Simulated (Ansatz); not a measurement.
# ZnS under compression and expansion

```xyz
2
Lattice="0.0000 2.7046 2.7046 2.7046 0.0000 2.7046 2.7046 2.7046 0.0000" Properties=species:S:1:pos:R:3 pbc="T T T"
Zn    0.0000    0.0000    0.0000
S     4.0570    4.0570    4.0570
```

The cell is COD entry 9000107, as deposited and not checked against the literature; nothing was relaxed.

All numbers are computed: DFT, PBEsol, all-electron LAPW, scalar-relativistic (Ansatz 0.2.0); DFT, PBEsol, PAW with Ansatz's default frozen-core files, scalar-relativistic (Ansatz 0.2.0).

For LAPW: a Γ-centred 8×8×8 k mesh, Fermi–Dirac smearing of 0.01 eV, basis error target 0.25 meV/atom, no spin polarisation. PAW takes a cutoff of 420 eV at this cell (files made with PBE, cores remade for this functional). The Ansatz runs share mesh, smearing and spin set-up. Plane-wave (PAW) pressures include the program's estimate of the Pulay term.

The cell above is scaled evenly, with fractional coordinates and shape held.

```json
{"V/V(cell)": "0.9400", "V (Å³/atom)": "18.598", "P, LAPW (GPa)": "2.75", "P, PAW (GPa)": "2.75", "gap on the k mesh, LAPW (eV)": "2.23", "free energy over the lowest listed, PAW (meV/atom)": "5.0"}
{"V/V(cell)": "0.9500", "V (Å³/atom)": "18.796", "P, LAPW (GPa)": "1.81", "P, PAW (GPa)": "1.81", "gap on the k mesh, LAPW (eV)": "2.18", "free energy over the lowest listed, PAW (meV/atom)": "2.2"}
{"V/V(cell)": "0.9600", "V (Å³/atom)": "18.993", "P, LAPW (GPa)": "0.92", "P, PAW (GPa)": "0.92", "gap on the k mesh, LAPW (eV)": "2.14", "free energy over the lowest listed, PAW (meV/atom)": "0.5"}
{"V/V(cell)": "0.9750", "V (Å³/atom)": "19.290", "P, LAPW (GPa)": "-0.32", "P, PAW (GPa)": "-0.32", "gap on the k mesh, LAPW (eV)": "2.07", "free energy over the lowest listed, PAW (meV/atom)": "0.0"}
{"V/V(cell)": "0.9800", "V (Å³/atom)": "19.389", "P, LAPW (GPa)": "-0.71", "P, PAW (GPa)": "-0.71", "gap on the k mesh, LAPW (eV)": "2.05", "free energy over the lowest listed, PAW (meV/atom)": "0.3"}
{"V/V(cell)": "0.9900", "V (Å³/atom)": "19.587", "P, LAPW (GPa)": "-1.46", "P, PAW (GPa)": "-1.46", "gap on the k mesh, LAPW (eV)": "2.01", "free energy over the lowest listed, PAW (meV/atom)": "1.7"}
{"V/V(cell)": "1.0000", "V (Å³/atom)": "19.785", "P, LAPW (GPa)": "-2.17", "P, PAW (GPa)": "-2.18", "gap on the k mesh, LAPW (eV)": "1.96", "free energy over the lowest listed, PAW (meV/atom)": "3.9"}
{"V/V(cell)": "1.0100", "V (Å³/atom)": "19.983", "P, LAPW (GPa)": "-2.84", "P, PAW (GPa)": "-2.85", "gap on the k mesh, LAPW (eV)": "1.92", "free energy over the lowest listed, PAW (meV/atom)": "7.0"}
{"V/V(cell)": "1.0200", "V (Å³/atom)": "20.181", "P, LAPW (GPa)": "-3.48", "P, PAW (GPa)": "-3.48", "gap on the k mesh, LAPW (eV)": "1.88", "free energy over the lowest listed, PAW (meV/atom)": "10.9"}
{"V/V(cell)": "1.0250", "V (Å³/atom)": "20.279", "P, LAPW (GPa)": "-3.78", "P, PAW (GPa)": "-3.79", "gap on the k mesh, LAPW (eV)": "1.86", "free energy over the lowest listed, PAW (meV/atom)": "13.2"}
{"V/V(cell)": "1.0400", "V (Å³/atom)": "20.576", "P, LAPW (GPa)": "-4.64", "P, PAW (GPa)": "-4.65", "gap on the k mesh, LAPW (eV)": "1.80", "free energy over the lowest listed, PAW (meV/atom)": "21.0"}
{"V/V(cell)": "1.0500", "V (Å³/atom)": "20.774", "P, LAPW (GPa)": "-5.18", "P, PAW (GPa)": "-5.19", "gap on the k mesh, LAPW (eV)": "1.76", "free energy over the lowest listed, PAW (meV/atom)": "27.1"}
{"V/V(cell)": "1.0600", "V (Å³/atom)": "20.972", "P, LAPW (GPa)": "-5.69", "P, PAW (GPa)": "-5.69", "gap on the k mesh, LAPW (eV)": "1.72", "free energy over the lowest listed, PAW (meV/atom)": "33.8"}
```

(1) What do Birch–Murnaghan fits to the pressures give?

Results:

(1) LAPW: V0 = 19.21 Å³/atom, B0 = 79 GPa, B0′ = 4.5; PAW: V0 = 19.21 Å³/atom, B0 = 79 GPa, B0′ = 4.5.
